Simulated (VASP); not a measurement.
# InP (F-43m) in VASP: single point with PBEsol

Aim: the single point of InP with PBEsol.

All numbers are computed with VASP 6.6.1; they aren't measurements. Logs are shortened: lines on timing, memory, paths and dates and some standing lists are left out, and cuts for length are marked.

**Experimental background.**

A printed reference work, data compilation reports, for a bulk crystal of InP at 1.6 K: band gap 1.4236 eV (direct).

How close the calculation comes is told below.

**1. The cell of the first run**

It takes space group F-43m (No. 216, cubic). The conventional cell has a = 5.879 Å, b = 5.879 Å, c = 5.879 Å, α = 90.00°, β = 90.00°, γ = 90.00°. In (site symmetry -43m) has 4 P at 2.55 Å within 3.4 Å. P (site symmetry -43m) has 4 In at 2.55 Å within 3.4 Å.

**2. Single point, PBEsol**

The input, INCAR:

```
PREC = Accurate
ENCUT = 520
EDIFF = 1E-6
ISMEAR = 0
SIGMA = 0.02
LREAL = False
LASPH = True
NELM = 100
ALGO = Normal
ISIF = 2
LWAVE = False
LCHARG = False
GGA = PS
NBANDS = 16
```

The input, KPOINTS:

```
Automatic mesh
0
Gamma
  8 8 8
```

The input, POSCAR:

```
InP
1.0
    0.0000000000      2.9393442267      2.9393442267
    2.9393442267      0.0000000000      2.9393442267
    2.9393442267      2.9393442267      0.0000000000
In P
1 1
Direct
    0.0000000000      0.0000000000      0.0000000000
    0.7500000000      0.7500000000      0.7500000000
```

Potentials or basis: VASP PAW PBE potentials, release 64 (In_d, P).

Launch:

```sh
cat potpaw_PBE.64/In_d/POTCAR potpaw_PBE.64/P/POTCAR > POTCAR
mpirun -np 1 vasp_std > vasp.out
```

OUTCAR:

```text
PREC = Accurate
   ENCUT = 520
   EDIFF = 1E-6
   ISMEAR = 0
   LREAL = False
   LASPH = True
   NELM = 100
   ISIF = 2
   GGA = PS

 ion  position               nearest neighbor table
   1  0.000  0.000  0.000-   2 2.55   2 2.55   2 2.55   2 2.55
   2  0.750  0.750  0.750-   1 2.55   1 2.55   1 2.55   1 2.55

  LATTYP: Found a face centered cubic cell.
 ALAT       =     5.8786884534

  Lattice vectors:

 A1 = (   0.0000000000,   2.9393442267,   2.9393442267)
 A2 = (   2.9393442267,   0.0000000000,   2.9393442267)
 A3 = (   2.9393442267,   2.9393442267,   0.0000000000)

Analysis of symmetry for initial positions (statically):
=====================================================================
 Subroutine PRICEL returns:
 Original cell was already a primitive cell.

 Routine SETGRP: Setting up the symmetry group for a
 face centered cubic supercell.

 Subroutine GETGRP returns: Found 24 space group operations
 (whereof 24 operations were pure point group operations)
 out of a pool of 48 trial point group operations.

The static configuration has the point symmetry T_d .

Analysis of symmetry for dynamics (positions and initial velocities):
=====================================================================
 Subroutine PRICEL returns:
 Original cell was already a primitive cell.

 Routine SETGRP: Setting up the symmetry group for a
 face centered cubic supercell.

 Subroutine GETGRP returns: Found 24 space group operations
 (whereof 24 operations were pure point group operations)
 out of a pool of 48 trial point group operations.

The dynamic configuration has the point symmetry T_d .

 Subroutine INISYM returns: Found 24 space group operations
 (whereof 24 operations are pure point group operations),
 and found     1 'primitive' translations

----------------------------------------------------------------------------------------

                                     Primitive cell

  volume of cell :      50.7904

  direct lattice vectors                    reciprocal lattice vectors
     0.000000000  2.939344227  2.939344227    -0.170105970  0.170105970  0.170105970
     2.939344227  0.000000000  2.939344227     0.170105970 -0.170105970  0.170105970
     2.939344227  2.939344227  0.000000000     0.170105970  0.170105970 -0.170105970

  length of vectors
     4.156860470  4.156860470  4.156860470     0.294632182  0.294632182  0.294632182

  position of ions in fractional coordinates (direct lattice)
     0.000000000  0.000000000  0.000000000
     0.750000000  0.750000000  0.750000000

  ion indices of the primitive-cell ions
   primitive index   ion index
                 1           1
                 2           2

----------------------------------------------------------------------------------------

 KPOINTS: Automatic mesh

Automatic generation of k-mesh.
 Grid dimensions read from file:
 generate k-points for:    8    8    8

 Generating k-lattice:

  Cartesian coordinates                     Fractional coordinates (reciprocal lattice)
    -0.021263246  0.021263246  0.021263246     0.125000000  0.000000000  0.000000000
     0.021263246 -0.021263246  0.021263246     0.000000000  0.125000000  0.000000000
     0.021263246  0.021263246 -0.021263246     0.000000000  0.000000000  0.125000000

  Length of vectors
     0.036829023  0.036829023  0.036829023

  Shift w.r.t. Gamma in fractional coordinates (k-lattice)
     0.000000000  0.000000000  0.000000000

 Subroutine IBZKPT returns following result:
 ===========================================

 Found     29 irreducible k-points:

 Following reciprocal coordinates:
            Coordinates               Weight
  0.000000  0.000000  0.000000      1.000000
  0.125000  0.000000  0.000000      8.000000
  0.250000  0.000000  0.000000      8.000000
  0.375000  0.000000  0.000000      8.000000
  0.500000  0.000000  0.000000      4.000000
  0.125000  0.125000  0.000000      6.000000
[... 16 lines left out ...]
  0.500000  0.250000  0.125000     48.000000
 -0.375000  0.250000  0.125000     24.000000
 [... further k-points ...]
   k-points           NKPTS =     29   k-points in BZ     NKDIM =     29   number of bands    NBANDS=     16
   number of dos      NEDOS =    301   number of ions     NIONS =      2
   total plane-waves  NPLWV =  32768
   dimension x,y,z NGX =    32 NGY =   32 NGZ =   32
   dimension x,y,z NGXF=    64 NGYF=   64 NGZF=   64
   ions per type =               1   1
   NGX,Y,Z   is equivalent  to a cutoff of  12.80, 12.80, 12.80 a.u.
   NGXF,Y,Z  is equivalent  to a cutoff of  25.60, 25.60, 25.60 a.u.
 SYSTEM =  unknown system
   PREC   = accura    normal or accurate (medium, high low for compatibility)
   ISTART =      0    job   : 0-new  1-cont  2-samecut
   ICHARG =      2    charge: 1-file 2-atom 10-const
   ISPIN  =      1    spin polarized calculation?
   LNONCOLLINEAR =      F non collinear calculations
   LSORBIT =      F    spin-orbit coupling
   LASPH  =      T    aspherical Exc in radial PAW
   ENCUT  =  520.0 eV  38.22 Ry    6.18 a.u.   7.73  7.73  7.73*2*pi/ulx,y,z
   NELM   =    100;   NELMIN=  2; NELMDL= -5     # of ELM steps
   EDIFF  = 0.1E-05   stopping-criterion for ELM
   LREAL  =      F    real-space projection
   EDIFFG = 0.1E-04   stopping-criterion for IOM
   NSW    =      0    number of steps for IOM
   IBRION =     -1    ionic relax: 0-MD 1-quasi-New 2-CG
   NFREE  =      0    steps in history (QN), initial steepest desc. (CG)
   ISIF   =      2    stress and relaxation
   ISYM   =      2    0-nonsym 1-usesym 2-fastsym
   POTIM  = 0.5000    time-step for ionic-motion
   TEBEG  =    0.0;   TEEND  =   0.0 temperature during run
   PSTRESS=    0.0 pullay stress
   NELECT =      18.0000    total number of electrons
   NUPDOWN=      -1.0000    fix difference up-down
   EMIN   =  10.00;   EMAX   =-10.00  energy-range for DOS
   EFERMI =   0.00;   METHOD = LEGACY
   ISMEAR =     0;   SIGMA  =   0.02  broadening in eV -4-tet -1-fermi 0-gaus
   EFERMI_NEDOS =   21; number of points for ismear=-14 and -15
   IALGO  =     38    algorithm
   IMIX   =      4    mixing-type and parameters
     AMIX     =   0.40;   BMIX     =  1.00
     AMIX_MAG =   1.60;   BMIX_MAG =  1.00
  volume/ion in A,a.u.               =      25.40       171.38
  Fermi-wavevector in a.u.,A,eV,Ry     =   1.158524  2.189294 18.261454  1.342179
  Thomas-Fermi vector in A             =   2.295126
   LORBIT       =      0    0 simple, 1 ext, 2 COOP (PROOUT), +10 PAW based schemes
   GGA     = PS    functional components
   LHFCALC =     F    Hartree Fock is set to
   AEXX    =    0.0000 exact exchange contribution
   IVDW    =     0    specifies the selected vdW correction
   LEPSILON=     F    determine dielectric tensor
   LRPA    =     F    only Hartree local field effects (RPA)
 non-spin polarized calculation
 Gauss-broadening in eV      SIGMA  =   0.02
  energy-cutoff  :      520.00
  volume of cell :       50.79
 maximum number of plane-waves:      1384
   NGX = 15   NGY = 15   NGZ = 15

 number of electron      18.0000007 magnetization

 Free energy of the ion-electron system (eV)
  ---------------------------------------------------
  ext. energy  EPLUGINS =         0.00000000
  ---------------------------------------------------
  free energy    TOTEN  =        -9.15478404 eV

  energy without entropy =       -9.15478404  energy(sigma->0) =       -9.15478404

 E-fermi :   5.1480     XC(G=0):  -9.4393

 val. band max:        4.9933678421   @ k =   0.0000   0.0000   0.0000
 cond. band min:       5.5595106399   @ k =   0.0000   0.0000   0.0000
 fundamental gap:      0.5661427979
 Fermi energy:         5.1479574809

 k-point     1 :       0.0000    0.0000    0.0000
  band No.  band energies     occupation
      1      -9.1380      2.00000
      2      -9.1380      2.00000
      3      -9.1380      2.00000
      4      -8.9879      2.00000
      5      -8.9879      2.00000
      6      -6.4927      2.00000
[... 8 lines left out ...]
     15      14.4085      0.00000
     16      14.4085      0.00000

 k-point     2 :       0.1250    0.0000    0.0000
  band No.  band energies     occupation
      1      -9.1567      2.00000
      2      -9.1307      2.00000
      3      -9.1307      2.00000
      4      -8.9878      2.00000
      5      -8.9878      2.00000
      6      -6.3151      2.00000
[... 8 lines left out ...]
     15      13.7387      0.00000
     16      14.1023      0.00000

 k-point     3 :       0.2500    0.0000    0.0000
  band No.  band energies     occupation
      1      -9.1995      2.00000
      2      -9.1150      2.00000
      3      -9.1150      2.00000
      4      -8.9854      2.00000
      5      -8.9854      2.00000
      6      -5.8186      2.00000
[... 8 lines left out ...]
     15      13.5077      0.00000
     16      13.9137      0.00000

 k-point     4 :       0.3750    0.0000    0.0000
  band No.  band energies     occupation
      1      -9.2396      2.00000
      2      -9.1032      2.00000
      3      -9.1032      2.00000
      4      -8.9787      2.00000
      5      -8.9787      2.00000
      6      -5.1529      2.00000
[... 8 lines left out ...]
     15      14.4393      0.00000
     16      14.4393      0.00000
[... 324 lines left out ...]
 k-point    22 :       0.3750    0.2500    0.1250
  band No.  band energies     occupation
      1      -9.2370      2.00000
      2      -9.0960      2.00000
      3      -9.0897      2.00000
      4      -9.0031      2.00000
      5      -8.9730      2.00000
      6      -5.4060      2.00000
[... 8 lines left out ...]
     15      15.1114      0.00000
     16      16.4521      0.00000

 k-point    23 :       0.5000    0.2500    0.1250
  band No.  band energies     occupation
      1      -9.2605      2.00000
      2      -9.0909      2.00000
      3      -9.0754      2.00000
      4      -8.9993      2.00000
      5      -8.9727      2.00000
      6      -4.7959      2.00000
[... 8 lines left out ...]
     15      15.7030      0.00000
     16      16.2992      0.00000

 k-point    24 :      -0.3750    0.2500    0.1250
  band No.  band energies     occupation
      1      -9.2690      2.00000
      2      -9.0903      2.00000
      3      -9.0704      2.00000
      4      -8.9935      2.00000
      5      -8.9752      2.00000
      6      -4.4553      2.00000
[... 8 lines left out ...]
     15      15.5669      0.00000
     16      16.2304      0.00000

 [... further k-points ...]
[... 5 lines left out ...]
  --------------------------------------------------------------------------------------
  -------------------------------------------------------------------------------------
  Total       -0.0109569     -0.0109569     -0.0109569     -0.0000000      0.0000000      0.0000000
  in kB       -0.3456348     -0.3456348     -0.3456348     -0.0000000      0.0000000      0.0000000
  external PRESSURE =      -0.3456348 kB  Pullay stress =       0.0000000 kB

 VOLUME and BASIS-vectors are now :
 -----------------------------------------------------------------------------
  energy-cutoff  :      520.00
  volume of cell :       50.79
      direct lattice vectors                 reciprocal lattice vectors
     0.000000000  2.939344227  2.939344227    -0.170105970  0.170105970  0.170105970
     2.939344227  0.000000000  2.939344227     0.170105970 -0.170105970  0.170105970
     2.939344227  2.939344227  0.000000000     0.170105970  0.170105970 -0.170105970

 POSITION                                       TOTAL-FORCE (eV/Angst)
 -----------------------------------------------------------------------------------
      0.00000      0.00000      0.00000        -0.000000      0.000000      0.000000
      4.40902      4.40902      4.40902         0.000000     -0.000000     -0.000000
 -----------------------------------------------------------------------------------
    total drift:                                0.000000      0.000000      0.000000

  FREE ENERGIE OF THE ION-ELECTRON SYSTEM (eV)
  ---------------------------------------------------
  free  energy   TOTEN  =        -9.1547840398 eV

  energy  without entropy=       -9.1547840398  energy(sigma->0) =       -9.15478404
```

Wall time 27 s (1 thread of Intel Xeon Platinum 8259CL at 2.50GHz (Skylake/Cascade Lake), shared host); peak memory 0.17 GiB.

Results:

```
Free energy            : -9.1548 eV
Pressure               : 0.0 GPa
Band gap on the k mesh : 0.57 eV, direct
```

Caveat: the PAW data sets were made with another functional, which shifts forces and pressure a little; spin-orbit coupling is left out, which moves the levels of the heavy elements.

**3. How close it comes**

Step 2. A measured gap of InP is 1.4236 eV (direct; 1.6 K; a printed reference work, data compilation); the calculated 0.57 eV misses it by -0.86 eV. Spin-orbit coupling on In is left out. The value is that of PBEsol, without temperature or zero-point motion. Semilocal functionals fall short of measured gaps as a rule.
